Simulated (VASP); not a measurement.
# HgSe (F-43m) in VASP: phonons with PBEsol

Aim: the phonons of HgSe with PBEsol.

Program: VASP 6.6.1. These are calculated values, not measurements. Logs are shortened: lines on timing, memory, paths and dates and some standing lists are left out, and cuts for length are marked.

### Step 1. The structure

The structure is cubic, space group F-43m (No. 216). Conventional cell: a = 6.134 Å, b = 6.134 Å, c = 6.134 Å, α = 90.00°, β = 90.00°, γ = 90.00°. Hg (site symmetry -43m) has 4 Se at 2.66 Å as nearest neighbours. Around Se (site symmetry -43m) lie 4 Hg at 2.66 Å.

### Step 2. Phonons, PBEsol

Contents of INCAR:

```
SYSTEM = HgSe
  PREC = Accurate
  ENCUT = 520
  EDIFF = 1E-8
  ISMEAR = -1
  SIGMA = 0.15
  LREAL = .FALSE.
  LASPH = .TRUE.
  NELM = 100
  ALGO = Normal
  ISIF = 2
  LWAVE = .FALSE.
  LCHARG = .FALSE.
  GGA = PS
  IBRION = 8
  NSW = 1
```

Contents of KPOINTS:

```
Automatic mesh
0
G
  12 12 12
  0 0 0
```

Contents of POSCAR:

```
HgSe
1.0
    0.0000000000      3.0669769440      3.0669769440
    3.0669769440      0.0000000000      3.0669769440
    3.0669769440      3.0669769440      0.0000000000
Hg Se
1 1
Direct
    0.0000000000      0.0000000000      0.0000000000
    0.2500000000      0.2500000000      0.2500000000
```

Potentials or basis: VASP PAW PBE potentials, release 64 (Hg, Se).

The run is started by

```console
> cat potpaw_PBE.64/Hg/POTCAR potpaw_PBE.64/Se/POTCAR > POTCAR
> mpirun -np 1 vasp_std > vasp.out
```

OUTCAR:

```text
SYSTEM = HgSe
   PREC = Accurate
   ENCUT = 520
   EDIFF = 1E-8
   ISMEAR = -1
   LREAL = .FALSE.
   LASPH = .TRUE.
   NELM = 100
   ISIF = 2
   GGA = PS
   IBRION = 8
   NSW = 1

 ion  position               nearest neighbor table
   1  0.000  0.000  0.000-   2 2.66   2 2.66   2 2.66   2 2.66
   2  0.250  0.250  0.250-   1 2.66   1 2.66   1 2.66   1 2.66

  LATTYP: Found a face centered cubic cell.
 ALAT       =     6.1339538880

  Lattice vectors:

 A1 = (   0.0000000000,   3.0669769440,   3.0669769440)
 A2 = (   3.0669769440,   0.0000000000,   3.0669769440)
 A3 = (   3.0669769440,   3.0669769440,   0.0000000000)

Analysis of symmetry for initial positions (statically):
=====================================================================
 Subroutine PRICEL returns:
 Original cell was already a primitive cell.

 Routine SETGRP: Setting up the symmetry group for a
 face centered cubic supercell.

 Subroutine GETGRP returns: Found 24 space group operations
 (whereof 24 operations were pure point group operations)
 out of a pool of 48 trial point group operations.

The static configuration has the point symmetry T_d .

Analysis of symmetry for dynamics (positions and initial velocities):
=====================================================================
 Subroutine PRICEL returns:
 Original cell was already a primitive cell.

 Routine SETGRP: Setting up the symmetry group for a
 face centered cubic supercell.

 Subroutine GETGRP returns: Found 24 space group operations
 (whereof 24 operations were pure point group operations)
 out of a pool of 48 trial point group operations.

The dynamic configuration has the point symmetry T_d .

 Subroutine INISYM returns: Found 24 space group operations
 (whereof 24 operations are pure point group operations),
 and found     1 'primitive' translations

----------------------------------------------------------------------------------------

                                     Primitive cell

  volume of cell :      57.6981

  direct lattice vectors                    reciprocal lattice vectors
     0.000000000  3.066976944  3.066976944    -0.163026984  0.163026984  0.163026984
     3.066976944  0.000000000  3.066976944     0.163026984 -0.163026984  0.163026984
     3.066976944  3.066976944  0.000000000     0.163026984  0.163026984 -0.163026984

  length of vectors
     4.337360390  4.337360390  4.337360390     0.282371019  0.282371019  0.282371019

  position of ions in fractional coordinates (direct lattice)
     0.000000000  0.000000000  0.000000000
     0.250000000  0.250000000  0.250000000

  ion indices of the primitive-cell ions
   primitive index   ion index
                 1           1
                 2           2

----------------------------------------------------------------------------------------

 KPOINTS: Automatic mesh

Automatic generation of k-mesh.
 Grid dimensions read from file:
 generate k-points for:   12   12   12

 Generating k-lattice:

  Cartesian coordinates                     Fractional coordinates (reciprocal lattice)
    -0.013585582  0.013585582  0.013585582     0.083333333  0.000000000  0.000000000
     0.013585582 -0.013585582  0.013585582     0.000000000  0.083333333  0.000000000
     0.013585582  0.013585582 -0.013585582     0.000000000  0.000000000  0.083333333

  Length of vectors
     0.023530918  0.023530918  0.023530918

  Shift w.r.t. Gamma in fractional coordinates (k-lattice)
     0.000000000  0.000000000  0.000000000

 Subroutine IBZKPT returns following result:
[... 86 lines left out ...]
--------------------------------------- Ionic step        1  -------------------------------------------

 number of electron      18.0000001 magnetization

 Free energy of the ion-electron system (eV)
  ---------------------------------------------------
  ext. energy  EPLUGINS =         0.00000000
  ---------------------------------------------------
  free energy    TOTEN  =        -4.81296720 eV

  energy without entropy =       -4.80543690  energy(sigma->0) =       -4.80920205

 E-fermi :   1.6362     XC(G=0):  -9.1377

 val. band max:        1.3676945701   @ k =   0.0000   0.0000   0.0000
 cond. band min:       1.6937968899   @ k =   0.0833   0.0000   0.0000
 fundamental gap:      0.3261023198
 Fermi energy:         1.6361681838

 k-point     1 :       0.0000    0.0000    0.0000
  band No.  band energies     occupation
      1     -11.9473      2.00000
      2      -5.6546      2.00000
      3      -5.6546      2.00000
      4      -5.6546      2.00000
      5      -4.9453      2.00000
      6      -4.9453      2.00000
      7       0.3043      1.99972
      8       1.3677      1.71381
      9       1.3677      1.71381
     10       1.3677      1.71381
     11       6.8182      0.00000
     12       6.8182      0.00000
     13       6.8182      0.00000
[... 354 lines left out ...]
  band No.  band energies     occupation
      1     -11.4462      2.00000
      2      -5.4662      2.00000
      3      -5.4237      2.00000
      4      -4.9681      2.00000
      5      -4.9169      2.00000
      6      -4.6463      2.00000
      7      -3.8108      2.00000
      8      -0.6391      2.00000
      9       0.2063      1.99986
     10       3.4792      0.00001
     11       6.7673      0.00000
     12       8.0750      0.00000
     13       8.1581      0.00000

 [... further k-points ...]

------------------------ aborting loop because EDIFF is reached ----------------------------------------

  FORCE on cell =-STRESS in cart. coord.  units (eV):
  Direction    XX          YY          ZZ          XY          YZ          ZX
  --------------------------------------------------------------------------------------
  -------------------------------------------------------------------------------------
  Total        0.1039608      0.1039608      0.1039608      0.0000000     -0.0000000      0.0000000
  in kB        2.8868122      2.8868122      2.8868122      0.0000000     -0.0000000      0.0000000
  external PRESSURE =       2.8868122 kB  Pullay stress =       0.0000000 kB

 VOLUME and BASIS-vectors are now :
 -----------------------------------------------------------------------------
  energy-cutoff  :      520.00
  volume of cell :       57.70
      direct lattice vectors                 reciprocal lattice vectors
     0.000000000  3.066976944  3.066976944    -0.163026984  0.163026984  0.163026984
     3.066976944  0.000000000  3.066976944     0.163026984 -0.163026984  0.163026984
     3.066976944  3.066976944  0.000000000     0.163026984  0.163026984 -0.163026984

 POSITION                                       TOTAL-FORCE (eV/Angst)
 -----------------------------------------------------------------------------------
      0.00000      0.00000      0.00000        -0.000000      0.000000     -0.000000
      1.53349      1.53349      1.53349         0.000000     -0.000000      0.000000
 -----------------------------------------------------------------------------------
    total drift:                               -0.000000     -0.000000     -0.000000

  FREE ENERGIE OF THE ION-ELECTRON SYSTEM (eV)
  ---------------------------------------------------
  free  energy   TOTEN  =        -4.8129671998 eV

  energy  without entropy=       -4.8054368971  energy(sigma->0) =       -4.80920205

[... ionic steps 2 to 3 ...]

--------------------------------------- Ionic step        4  -------------------------------------------

------------------------ aborting loop because EDIFF is reached ----------------------------------------

[... ionic steps 5 to 6 ...]

--------------------------------------- Ionic step        7  -------------------------------------------

 Free energy of the ion-electron system (eV)
  ---------------------------------------------------
  ---------------------------------------------------
  free energy    TOTEN  =        -0.08298678 eV

  energy without entropy =       -0.08298678

------------------------ aborting loop because EDIFF is reached ----------------------------------------

 INTERNAL STRAIN TENSOR  FOR ION    2  DIRECTION 1   (eV/Angst):
 -----------------------------------------------------------------------------
     0.00680  0.00000  0.00000
     0.00000  0.00112 -4.92814
     0.00000 -4.92814  0.00112

 INTERNAL STRAIN TENSOR FOR ION    2 for displacements in x,y,z  (eV/Angst):
          X           Y           Z          XY          YZ          ZX
  --------------------------------------------------------------------------------
  x     0.00000     0.00000     0.00000     0.00000    -4.92814     0.00000
  y    -0.00000     0.00000    -0.00000     0.00000     0.00000    -4.92814
  z     0.00000     0.00000     0.00000    -4.92814     0.00000     0.00000

 SECOND DERIVATIVES (NOT SYMMETRIZED)
 ------------------------------------
               1X          1Y          1Z          2X          2Y          2Z
  1X    -3.390460    0.000000    0.000000    3.390460    0.000000    0.000000
  1Y     0.000000   -3.390460    0.000000    0.000000    3.390460    0.000000
  1Z     0.000000    0.000000   -3.390460    0.000000    0.000000    3.390460
  2X     3.392582    0.000000    0.000000   -3.392582    0.000000    0.000000
  2Y     0.000000    3.392582    0.000000    0.000000   -3.392582    0.000000
  2Z     0.000000    0.000000    3.392582    0.000000    0.000000   -3.392582

 Eigenvectors and eigenvalues of the dynamical matrix
 ----------------------------------------------------

   1 f  =    3.825155 THz    24.034160 2PiTHz  127.593450 cm-1    15.819564 meV
             X         Y         Z           dx          dy          dz
      0.000000  0.000000  0.000000    -0.000000   -0.531345   -0.000000
      1.533488  1.533488  1.533488     0.000000    0.847156    0.000000
[... 21 lines left out ...]
   6 f/i=    0.000539 THz     0.003384 2PiTHz    0.017967 cm-1     0.002228 meV
             X         Y         Z           dx          dy          dz
      0.000000  0.000000  0.000000     0.001722   -0.008196    0.847114
      1.533488  1.533488  1.533488     0.001080   -0.005141    0.531319

--------------------------------------------------------------------------------------------------------

 ELASTIC MODULI CONTR FROM IONIC RELAXATION (kBar)
 Direction    XX          YY          ZZ          XY          YZ          ZX
 --------------------------------------------------------------------------------
 XX          -0.0000     -0.0000     -0.0000      0.0000      0.0000     -0.0000
 YY          -0.0000     -0.0000     -0.0000      0.0000      0.0000      0.0000
 ZZ          -0.0000     -0.0000     -0.0000      0.0000      0.0000     -0.0000
 XY           0.0000      0.0000      0.0000   -205.2686      0.0000      0.0000
 YZ           0.0000      0.0000      0.0000      0.0000   -205.2686      0.0000
 ZX          -0.0000      0.0000     -0.0000      0.0000      0.0000   -205.2686
 --------------------------------------------------------------------------------
```

Run time: 3.2 min. Hardware: 1 thread of Intel Xeon 6975P-C (Granite Rapids), shared host; peak memory 0.57 GiB.

What came out:

| Property | Result |
| --- | --- |
| Highest phonon frequency at Γ, LO-TO splitting left out | 128 cm⁻¹ |

Phonon frequencies in cm⁻¹ (negative: imaginary):
| q point | frequencies |
| --- | --- |
| (0.000, 0.000, 0.000) | 0 0 0 128 128 128 |

Caveat: the PAW data sets were made with another functional, which shifts forces and pressure a little.
